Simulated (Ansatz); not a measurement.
# ZrC: band structure with PBEsol

The system is ZrC.

```
Zr C
1.0
     3.39148    0.00000    0.00000
    -1.69574    2.93710    0.00000
     0.00000    0.00000    5.29005
Zr C
2 2
Direct
  0.66667 0.33333 0.75000
  0.33333 0.66667 0.25000
  0.00000 0.00000 0.50000
  0.00000 0.00000 0.00000
```

The cell comes from a database or a generator and needn't be the stable form of this composition.

```json
{
 "Program": "Ansatz 0.2.0",
 "Task": "band structure",
 "Functional": "PBEsol",
 "Potentials or basis": "Ansatz PAW",
 "Cutoff": "420 eV (not typed: the program's choice for these potentials)",
 "k mesh": "9 × 9 × 5",
 "Occupations": "fermi-dirac, width 0.05 eV",
 "Spin": "no spin polarisation",
 "Path": "[[\"G\", \"M\", \"K\", \"G\", \"A\", \"L\", \"H\", \"A\"], [\"L\", \"M\"], [\"K\", \"H\"]]",
 "Points for each segment of the path": "14"
}
```

```
Pressure               : -7.8 GPa
Band gap on the k mesh : none (metal or under the smearing width)
```

Stress tensor (GPa, compression positive):
```
-8.41  0.00  0.00
 0.00 -8.41  0.00
 0.00  0.00 -6.66
```

Levels at the corners of the path, in eV from the Fermi level:
```csv
point,band 14,band 15,band 16,band 17,band 18,band 19
Γ,-1.08,-1.08,0.92,1.23,1.23,1.63
M,-2.84,-1.51,-0.78,1.52,4.07,4.23
K,-3.16,-3.16,0.55,1.04,1.04,4.27
Γ,-1.08,-1.08,0.92,1.23,1.23,1.63
A,-2.42,-2.42,-2.42,3.38,3.38,3.38
L,-2.73,-2.10,-2.10,1.44,1.44,4.01
H,-2.18,-1.83,-1.83,1.74,1.74,3.00
A,-2.42,-2.42,-2.42,3.38,3.38,3.38
L,-2.73,-2.10,-2.10,1.44,1.44,4.01
M,-2.84,-1.51,-0.78,1.52,4.07,4.23
K,-3.16,-3.16,0.55,1.04,1.04,4.27
H,-2.18,-1.83,-1.83,1.74,1.74,3.00
```

It took 2.6 s on 2 threads of Intel(R) Xeon(R) Platinum 8488C (Sapphire Rapids), with other jobs on the host, peak memory 0.42 GiB.

Caveat: the PAW data sets come from PBE, with cores solved anew for the run's functional, which leaves a small shift of forces and pressure.
